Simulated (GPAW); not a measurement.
The system is CdTe.

```
Te Cd
1.0
     0.00000    3.20500    3.20500
     3.20500    0.00000    3.20500
     3.20500    3.20500    0.00000
Te Cd
1 1
Direct
  0.75000 0.75000 0.75000
  0.00000 0.00000 0.00000
```

- Program: GPAW 26.7.0
- Task: relaxation of cell and atoms
- Functional: PBEsol
- Potentials or basis: PAW data sets generated in the run's folder for this functional
- Cutoff: 600 eV
- Basis: pw
- k mesh: 7 × 7 × 7
- Occupations: fermi-dirac, width 0.05 eV
- Spin: no spin polarisation

At the start: pressure 1.3 GPa; volume 32.92 Å³/atom.

Where does the relaxation end?

Over 3 steps the energy falls by 3.6 meV/atom and the volume is 33.83 Å³/atom (+2.8 %); space group F-43m (No. 216, to 0.05 Å).

Step by step:
```csv
step,energy change (eV),largest force (eV/Å),pressure (GPa),volume (Å³)
1,0.0000,0.0000,1.26,65.84
2,-0.0026,0.0000,1.00,66.21
3,-0.0073,0.0000,0.04,67.66
```

Final structure:
```cif
data_structure
_symmetry_space_group_name_H-M 'P 1'
_symmetry_Int_Tables_number 1
_cell_length_a 4.5737
_cell_length_b 4.5737
_cell_length_c 4.5737
_cell_angle_alpha 60.000
_cell_angle_beta 60.000
_cell_angle_gamma 60.000
_cell_volume 67.66
loop_
_atom_site_label
_atom_site_type_symbol
_atom_site_fract_x
_atom_site_fract_y
_atom_site_fract_z
_atom_site_occupancy
Te1 Te 0.75000 0.75000 0.75000 1
Cd1 Cd 0.00000 0.00000 0.00000 1
```

Caveat: later steps reuse the first step's grids.
